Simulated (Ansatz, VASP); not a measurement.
# Mg: VASP beside Ansatz

INCAR

```
SYSTEM = Mg
PREC = Accurate ; ENCUT = 520
EDIFF = 1E-8 ; ISMEAR = -1
SIGMA = 0.08 ; LREAL = .FALSE.
LASPH = .TRUE. ; NELM = 60
ALGO = Normal ; ISIF = 2
LWAVE = .FALSE. ; LCHARG = .FALSE.
GGA = PE ; LEFG = .TRUE.
NBANDS = 9
```

KPOINTS

```
regular mesh
0
G
  12 12 7
  0 0 0
```

The input POSCAR:

```
Mg
1.0
    3.1877321484      0.0000000000      0.0000000000
   -1.5938660741      2.7606570210      0.0000000000
    0.0000000000      0.0000000000      5.1753602886
Mg
2
Direct
    0.3333333333      0.6666666667      0.2500000000
    0.6666666667      0.3333333333      0.7500000000
```

Input for Ansatz:

```yaml
crystal:
  lattice:
    - [3.1877321484, 0.0, 0.0]
    - [-1.5938660741, 2.760657021, 0.0]
    - [0.0, 0.0, 5.1753602886]
  atoms:
    - { symbol: Mg, position: [0.3333333333, 0.6666666667, 0.25] }
    - { symbol: Mg, position: [0.6666666667, 0.3333333333, 0.75] }
kpoints:
  mp_grid: { grid: [12, 12, 7] }
scf:
  occupations: { method: fermi_dirac, width: 0.08 }
hamiltonian:
  xc: pbe
  pseudopotentials: { kind: paw }
output:
  forces: true
  stress: true
  eigenvalues: true
  efg: { contact_densities: true }
```

Change from the starting cell: volume scaled by 0.98, PAW files.

Alike in both runs: task electric field gradients; functional PBE; k mesh 12 × 12 × 7; occupations fermi-dirac, width 0.08 eV; no spin polarisation.

|  | VASP | Ansatz |
| --- | --- | --- |
| version | VASP 6.6.1 | Ansatz 0.2.0 |
| potentials or method | VASP PAW PBE potentials, release 64 (Mg) | PAW with Ansatz's default frozen-core files, scalar-relativistic |
| plane-wave cutoff (eV) | 520 | 420 |
| valence electrons in the cell | 4 | 20 |

VASP gave:

- pressure (GPa): 0.1
- largest component of the traceless stress (GPa): 0.54
- Vzz of the field gradient on the site that differs most (V/Å²): 1.0

Q: Which values does Ansatz return?

A: Pressure (GPa): 0.3; largest component of the traceless stress (GPa): 0.54; Vzz of the field gradient on the site that differs most (V/Å²): 1.1.

With one functional, cell and mesh, what is left measures potentials, basis and numerics. The two sets of potentials don't hold the same shells in valence.
